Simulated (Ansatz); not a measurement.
## H started at a second open point in rocksalt PbSe, 65 atoms, charge +1

All numbers below come from Ansatz, DFT, PBEsol, PAW, plane waves.

Command:

```sh
ansatz run in.yaml --threads 8 --pin off --max-ram 118750MiB --runs-dir r --events-out ev --progress --plain --backend cuda --devices 0, --max-vram 170GiB
```

The input less its lattice and atoms:

```yaml
crystal:
  symmetry: { detect: false }
kpoints:
  mp_grid: { grid: [1, 1, 1], shift: [0.25, 0.25, 0.25] }
hamiltonian:
  xc: pbesol
total_charge: 1
scf:
  occupations: { method: fermi_dirac, width: 0.01 }
relax:
  f_tol: 0.03
  max_steps: 80
  escape_saddle: false
  adjacent_minimum: "off"
output:
  forces: true
  eigenvalues: true
  populations: true
  charged_corrections: { epsilon: 210 }
```

Start:

```xyz
65
Lattice="12.2000 0.0000 0.0000 0.0000 12.2000 0.0000 0.0000 0.0000 12.2000" Properties=species:S:1:pos:R:3 pbc="T T T"
Se    3.0328   12.1921    0.0398
Se    3.0465   12.1679    6.0904
Se    3.0717    6.0968    0.0166
Se    3.0470    6.1025    6.0902
Se    9.1484   12.1929    0.0165
Se    9.1367    0.0030    6.1123
Se    9.1708    6.0965    0.0305
Se    9.1390    6.0924    6.1099
Se   12.1843    3.0502    0.0147
Se   12.1641    3.0435    6.0701
Se   12.1772    9.1500   12.1818
Se   12.1961    9.1630    6.0824
Se    6.1263    3.0454   12.1922
Se    6.1066    3.0490    6.0596
Se    6.0994    9.1675    0.0041
Se    6.1174    9.1376    6.0748
Se   12.1824   12.1869    3.0312
Se   12.1828    0.0036    9.1905
Se    0.0151    6.1022    3.0960
Se   12.1815    6.1055    9.1467
Se    6.0837   12.1992    3.0450
Se    6.0836    0.0078    9.1449
Se    6.1005    6.1144    3.0427
Se    6.1021    6.1071    9.1424
Se    3.0484    3.0366    3.0669
Se    3.0509    3.0918    9.1264
Se    3.0732    9.1386    3.0613
Se    3.0526    9.1637    9.1653
Se    9.1720    3.0469    3.0590
Se    9.1558    3.0533    9.1508
Se    9.1603    9.1248    3.0905
Se    9.1376    9.1533    9.1543
Pb    0.0224   12.1983    0.0093
Pb    0.0051   12.1933    6.1057
Pb    0.0125    6.0852    0.0114
Pb   12.1845    6.0699    6.1142
Pb    6.0913   12.1891    0.0067
Pb    6.0924    0.0323    6.1124
Pb    6.0757    6.1108    0.0053
Pb    6.0925    6.0689    6.0948
Pb    3.0402    3.0625   12.1849
Pb    3.0498    3.0645    6.1045
Pb    3.0422    9.1579    0.0043
Pb    3.0216    9.1475    6.0579
Pb    9.1825    3.0650    0.0159
Pb    9.1571    3.0474    6.0543
Pb    9.0989    9.1614    0.0075
Pb    9.1660    9.1528    6.1285
Pb    3.0604   12.1909    3.0586
Pb    3.0534   12.1923    9.1244
Pb    3.0523    6.1101    3.0612
Pb    3.0494    6.0846    9.1555
Pb    9.1448    0.0060    3.0730
Pb    9.1368    0.0291    9.1416
Pb    9.1559    6.0882    3.0572
Pb    9.1482    6.0694    9.1533
Pb    0.0049    3.0438    3.0589
Pb   12.1843    3.0297    9.1495
Pb    0.0242    9.1800    3.0930
Pb   12.1994    9.1461    9.1491
Pb    6.0895    3.0576    3.0403
Pb    6.1347    3.0695    9.1567
Pb    6.1228    9.1566    3.0447
Pb    6.0769    9.1491    9.1640
H     4.5730    4.5802    6.0858
```

Steps:

```csv
step,energy less the first (eV),largest force component (eV/Å)
start,0.000,0.995
1,-0.488,0.569
2,-0.858,0.317
3,-0.895,0.685
4,-0.961,0.209
5,-0.982,0.048
6,-0.984,0.024
```

A structure on the way, about -0.86 eV from the start:

```xyz
65
Lattice="12.2000 0.0000 0.0000 0.0000 12.2000 0.0000 0.0000 0.0000 12.2000" Properties=species:S:1:pos:R:3 pbc="T T T"
Se    3.0469    0.0013    0.0012
Se    3.0505   12.1174    6.1097
Se    3.0612    6.0923    0.0006
Se    3.2158    5.9214    6.1058
Se    9.1375    0.0020    0.0089
Se    9.1368    0.0072    6.1080
Se    9.1575    6.0952    0.0106
Se    9.2297    6.0906    6.1155
Se    0.0095    3.0530   12.1955
Se   12.1179    3.0565    6.1047
Se    0.0009    9.1461    0.0009
Se    0.0130    9.1407    6.1015
Se    6.0948    3.0603   12.1879
Se    5.9217    3.2120    6.0943
Se    6.0903    9.1507   12.1970
Se    6.0927    9.2300    6.1029
Se   12.1928   12.1977    3.0717
Se   12.1951    0.0053    9.1434
Se    0.0120    6.0866    3.0695
Se    0.0131    6.0983    9.1535
Se    6.0877    0.0122    3.0595
Se    6.0890    0.0190    9.1348
Se    6.1067    6.0983    3.0727
Se    6.1013    6.1095    9.1327
Se    3.0491    3.0395    3.0611
Se    3.0496    3.0570    9.1240
Se    3.0566    9.1306    3.0674
Se    3.0493    9.1560    9.1443
Se    9.1373    3.0436    3.0638
Se    9.1435    3.0589    9.1407
Se    9.1555    9.1432    3.0650
Se    9.1458    9.1534    9.1578
Pb   12.1946   12.1838    0.0057
Pb   12.1749   12.1716    6.1103
Pb   12.1878    6.1101    0.0112
Pb    0.0067    6.0867    6.1042
Pb    6.1041   12.1993    0.0052
Pb    6.0973    0.0170    6.1058
Pb    6.1072    6.1083    0.0069
Pb    6.3122    6.3182    6.1063
Pb    3.0467    3.0421   12.1891
Pb    2.8428    2.8402    6.0939
Pb    3.0276    9.1637   12.1900
Pb    3.0540    9.1277    6.0934
Pb    9.1639    3.0511    0.0025
Pb    9.1300    3.0497    6.0874
Pb    9.1476    9.1608    0.0064
Pb    9.1627    9.1713    6.1143
Pb    3.0495   12.1880    3.0223
Pb    3.0438   12.1823    9.1720
Pb    3.0501    6.0936    2.9953
Pb    3.0498    6.0969    9.2088
Pb    9.1500   12.1862    3.0392
Pb    9.1490   12.1962    9.1733
Pb    9.1668    6.1113    3.0252
Pb    9.1643    6.1091    9.1861
Pb   12.1948    3.0445    3.0257
Pb   12.1894    3.0370    9.1810
Pb   12.1956    9.1555    3.0454
Pb   12.1883    9.1499    9.1816
Pb    6.0885    3.0548    2.9814
Pb    6.1081    3.0638    9.2129
Pb    6.1242    9.1650    3.0395
Pb    6.0991    9.1670    9.1699
H     4.5603    4.5873    6.0849
```

End:

```
Se Pb H
1.0
    12.20000    0.00000    0.00000
     0.00000   12.20000    0.00000
     0.00000    0.00000   12.20000
Se Pb H
32 32 1
Direct
  0.24920 0.99830 0.00020
  0.24894 0.98665 0.50038
  0.25197 0.49798 0.99996
  0.27053 0.47941 0.49984
  0.74898 0.00084 0.00024
  0.74733 0.00257 0.50025
  0.75163 0.50062 0.00038
  0.76326 0.50098 0.50023
  0.99817 0.24941 0.00022
  0.98684 0.24935 0.50043
  0.00072 0.74921 0.00023
  0.00216 0.74779 0.50022
  0.49787 0.25199 0.00005
  0.48064 0.26921 0.49994
  0.50051 0.75170 0.00031
  0.50062 0.76305 0.50012
  0.99823 0.99845 0.25081
  0.99902 0.99930 0.74978
  0.00285 0.49803 0.25149
  0.00346 0.49900 0.75019
  0.49784 0.00290 0.25136
  0.49874 0.00356 0.75004
  0.50282 0.50281 0.25303
  0.50352 0.50360 0.75034
  0.24624 0.24626 0.25024
  0.24692 0.24706 0.74762
  0.25090 0.74638 0.25040
  0.25186 0.74704 0.74908
  0.74630 0.25107 0.25039
  0.74684 0.25204 0.74908
  0.75061 0.75080 0.25071
  0.75143 0.75163 0.74972
  0.99879 0.99884 0.00030
  0.99475 0.99493 0.50019
  0.00158 0.49966 0.00063
  0.00657 0.49806 0.50042
  0.49954 0.00190 0.00081
  0.49764 0.00690 0.50067
  0.50213 0.50246 0.00184
  0.52360 0.52448 0.50270
  0.24752 0.24768 0.99892
  0.22563 0.22646 0.49861
  0.25012 0.74823 0.99958
  0.25165 0.74332 0.49964
  0.74811 0.25047 0.99975
  0.74313 0.25228 0.49971
  0.75094 0.75125 0.00026
  0.75493 0.75533 0.50033
  0.24821 0.99611 0.24760
  0.24889 0.99682 0.75273
  0.25278 0.49648 0.24797
  0.25335 0.49683 0.75220
  0.74829 0.00079 0.24897
  0.74921 0.00172 0.75155
  0.75265 0.50112 0.24772
  0.75394 0.50177 0.75291
  0.99601 0.24834 0.24757
  0.99686 0.24898 0.75290
  0.00061 0.74840 0.24902
  0.00152 0.74922 0.75156
  0.49638 0.25305 0.24794
  0.49694 0.25361 0.75266
  0.50086 0.75295 0.24777
  0.50155 0.75417 0.75312
  0.37660 0.37348 0.49923
```

Self-consistency was reached.

Time: 7.8 s of wall time on one NVIDIA GB200 with 8 processor threads, on a host shared with other runs; peak host memory 2.2 GiB.

How much energy did the relaxation gain, and which atom moved most?

0.98 eV in 6 steps, from a start with small random displacements (neighbours that lie too close to an added atom are first pushed off); atom 40 (Pb) moved 0.44 Å, the median atom 0.06 Å (drift of the whole cell removed).

The one k point has no symmetry partners, which can distort the end along one axis.
